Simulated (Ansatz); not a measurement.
Input of an Ansatz 0.2.0 run:

Contents of input.yaml:

```yaml
crystal:
  lattice:
    - [-2.62333646, 4.776753505, 4.441674725]
    - [2.62333646, -4.776753505, 4.441674725]
    - [2.62333646, 4.776753505, -4.441674725]
  atoms:
    - { symbol: Si, position: [0.26034098, 0.84494489, 0.41539609] }
    - { symbol: Si, position: [0.0704512, 0.15505511, 0.91539609] }
    - { symbol: Si, position: [0.73965902, 0.15505511, 0.58460391] }
    - { symbol: Si, position: [0.9295488, 0.84494489, 0.08460391] }
    - { symbol: O, position: [0.5, 0.0, 0.5] }
    - { symbol: O, position: [0.0, 0.0, 0.0] }
    - { symbol: O, position: [0.79317541, 0.0, 0.29317541] }
    - { symbol: O, position: [0.20682459, 0.5, 0.20682459] }
    - { symbol: O, position: [0.20682459, 0.0, 0.70682459] }
    - { symbol: O, position: [0.79317541, 0.5, 0.79317541] }
    - { symbol: O, position: [0.86931113, 0.11931113, 0.75] }
    - { symbol: O, position: [0.13068887, 0.88068887, 0.25] }
hamiltonian:
  xc: pbesol
  pseudopotentials: { kind: paw }
  dispersion: d3bjatm
kpoints:
  mp_grid: { grid: [6, 6, 6] }
scf:
  occupations: { method: fermi_dirac, width: 0.05 }
output:
  forces: true
  stress: true
  eigenvalues: true
  write_density: true
  write_potential: true
  elf: true
  volumetric_format: npy
relax:
  f_tol: 0.01
  max_steps: 40
  cell: { stress_tol: 0.05 }
```

Potentials or basis: Ansatz PAW.

Run with:

```console
$ ansatz run input.yaml --threads 4 --pin off --max-ram 11264MiB --backend cpu --events-out ev --progress --plain --runs-dir out
```

(1) What does it give for the relaxed cell?

(2) Predict the relaxed volume.

Answers

(1) a = 6.877 Å, b = 6.877 Å, c = 6.877 Å, α = 135.03°, β = 99.30°, γ = 97.53°.

(2) 17.70 Å³/atom.

Caveat: the pressure holds a Pulay correction of +0.5 GPa for the finite cutoff; the PAW data sets come from PBE, with cores solved anew for the run's functional, which leaves a small shift of forces and pressure.
